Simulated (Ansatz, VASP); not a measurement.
# ZnO (zincite): VASP beside Ansatz

POSCAR

```
ZnO
1.0
    3.2493080000      0.0000000000      0.0000000000
   -1.6246540000      2.8139832727      0.0000000000
    0.0000000000      0.0000000000      5.2057090000
Zn O
2 2
Direct
    0.6666666667      0.3333333333      0.0000000000
    0.3333333333      0.6666666667      0.5000000000
    0.3333333333      0.6666666667      0.8790100000
    0.6666666667      0.3333333333      0.3790100000
```

File INCAR.step1:

```
PREC     = Accurate       # precision mode
ENCUT    = 600            # plane-wave cutoff, eV
EDIFF    = 1E-8           # SCF threshold, eV
ISMEAR   = -1             # smearing method
SIGMA    = 0.05           # smearing width, eV
LREAL    = F              # projectors in reciprocal space
LASPH    = T              # aspherical terms in the spheres
NELM     = 80             # most SCF steps
ALGO     = Normal         # electronic algorithm
ISIF     = 3              # what is computed and relaxed
LWAVE    = F              # write WAVECAR
LCHARG   = F              # write CHGCAR
IBRION   = 2              # ionic algorithm
NSW      = 40             # ionic steps
EDIFFG   = -0.002         # ionic threshold
```

Contents of INCAR.step2:

```
PREC     = Accurate       # precision mode
ENCUT    = 600            # plane-wave cutoff, eV
EDIFF    = 1E-8           # SCF threshold, eV
ISMEAR   = -1             # smearing method
SIGMA    = 0.05           # smearing width, eV
LREAL    = F              # projectors in reciprocal space
LASPH    = T              # aspherical terms in the spheres
NELM     = 80             # most SCF steps
ALGO     = Normal         # electronic algorithm
ISIF     = 3              # what is computed and relaxed
LWAVE    = F              # write WAVECAR
LCHARG   = F              # write CHGCAR
IBRION   = 6              # ionic algorithm
NFREE    = 2            
POTIM    = 0.015          # step
NSW      = 1              # ionic steps
```

Contents of KPOINTS:

```
regular mesh
0
Gamma
  7 7 4
```

The input input.yaml:

```yaml
crystal:
  lattice:
    - [3.249308, 0.0, 0.0]
    - [-1.624654, 2.8139832727, 0.0]
    - [0.0, 0.0, 5.205709]
  atoms:
    - { symbol: Zn, position: [0.6666666667, 0.3333333333, 0.0] }
    - { symbol: Zn, position: [0.3333333333, 0.6666666667, 0.5] }
    - { symbol: O, position: [0.3333333333, 0.6666666667, 0.87901] }
    - { symbol: O, position: [0.6666666667, 0.3333333333, 0.37901] }
hamiltonian:
  xc: lda
  pseudopotentials: { kind: paw }
kpoints:
  mp_grid: { grid: [7, 7, 4] }
scf:
  occupations: { method: fixed }
output:
  forces: true
  stress: true
elastic:
  mode: relaxed_ion
  stencil: two_point
```

Alike in both runs: task elastic constants; functional LDA; k mesh 7 × 7 × 4; no spin polarisation.

|  | VASP | Ansatz |
| --- | --- | --- |
| version | VASP 6.6.1 | Ansatz 0.2.0 |
| potentials or method | VASP PAW LDA potentials, release 64 (Zn, O) | Ansatz PAW |
| plane-wave cutoff (eV) | 600 | 420 |
| occupations | fermi-dirac, width 0.05 eV | fixed |
| valence electrons in the cell | 36 | 36 |

```csv
,VASP,Ansatz,Ansatz less VASP
elastic constant that differs most (GPa),124,87,-37.3
Voigt bulk modulus (GPa),161,129,-32.6
```

Caveats: the cell is more than 3 GPa from zero pressure, which shifts response properties (Ansatz); the pressure holds a Pulay correction of +0.9 GPa for the finite cutoff (Ansatz); the PAW data sets come from PBE, with cores solved anew for the run's functional, which leaves a small shift of forces and pressure (Ansatz).
